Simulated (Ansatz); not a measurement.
## Relaxing Au in the sc type

First guess:

```
CELL_PARAMETERS angstrom
2.78291 0.00000 0.00000
0.00000 2.78291 0.00000
0.00000 0.00000 2.78291
ATOMIC_POSITIONS crystal
Au 0.00000 0.00000 0.00000
```

The calculation used DFT, PBE, PAW with Ansatz's default frozen-core files, scalar-relativistic in Ansatz 0.2.0.

Cell and atoms relax within the symmetry of the start on a 12×12×12 k mesh with 0.08 eV Fermi–Dirac smearing.

The start is built from a prototype, known or not as a phase of this compound; the cutoff is 420 eV.

Spin–orbit coupling is left out, though it moves levels of the heavy atoms by tenths of an eV or more.

Task: What is the pressure of the first guess?

Result: -3.57 GPa.

Task: What does it relax to?

Result: a = 2.748 Å, b = 2.748 Å, c = 2.748 Å, α = 90.00°, β = 90.00°, γ = 90.00° (conventional cell), 20.75 Å³ per atom:
```xyz
1
Lattice="2.7478 0.0000 0.0000 0.0000 2.7478 0.0000 0.0000 0.0000 2.7478" Properties=species:S:1:pos:R:3 pbc="T T T"
Au    0.0000    0.0000    0.0000
```

Task: How much energy does the relaxation release?

Result: 9 meV/atom.
